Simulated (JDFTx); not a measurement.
Runs of JDFTx 1.7.0 (patched build) on CuAu. The structure is tetragonal, space group P4/mmm (No. 123). Conventional cell: a = 2.811 Å, b = 2.811 Å, c = 3.685 Å, α = 90.00°, β = 90.00°, γ = 90.00°. Au (site symmetry 4/mmm) has 8 Cu at 2.71 Å and 4 Au at 2.81 Å as nearest neighbours. Around Cu (site symmetry 4/mmm) lie 8 Au at 2.71 Å and 4 Cu at 2.81 Å. 

| task | level | potentials or basis | U | cell | k mesh | cutoff (eV) | further solve for the empty bands | mesh quality | gap on the mesh (eV) | pressure (GPa) | relaxed volume (Å³/atom) |
| --- | --- | --- | --- | --- | --- | --- | --- | --- | --- | --- | --- |
| single point | PBE | PseudoDojo-SR-PBE-0.5-standard with smoothed tails | - | as given | 9 × 9 × 7 | 1252 | yes | not flagged | none | 4.2 | - |
| relaxation of cell and atoms | PBE | Ansatz-NC-SR-PBE with smoothed tails | - | relaxed | 4 × 4 × 4 | 1252 | no | coarse | none | 0.0 | (b) |
| relaxation of cell and atoms | PBE | SPMS-PBE-1.0 with smoothed tails | - | relaxed | 4 × 4 × 4 | 1361 | no | coarse | none | 0.0 | 14.81 |
| single point | PBE+U | PseudoDojo-SR-PBE-0.5-standard with smoothed tails | Au d U = 2 eV, Cu d U = 2 eV | as given | 9 × 9 × 7 | 1252 | yes | not flagged | none | (a) | - |
| relaxation of cell and atoms | PBE | PseudoDojo-SR-PBE-0.5-stringent with smoothed tails | - | relaxed | 4 × 4 × 4 | 1415 | no | coarse | none | 0.0 | 14.66 |

Alike in all rows: no spin polarisation; smearing fermi-dirac 0.05 eV.

**Question.** Estimate the missing entries.

**Answer.** (a) 5.0; (b) 14.70.

Caveats: some runs use coarse meshes; U without spin polarisation on a metal has little footing (some runs); the U is typed as a test and isn't derived for this compound (some runs).

A k mesh can miss the band edges, and the runs leave out spin-orbit coupling on Au.

A gap of «none» marks a metal or a gap under the smearing width.
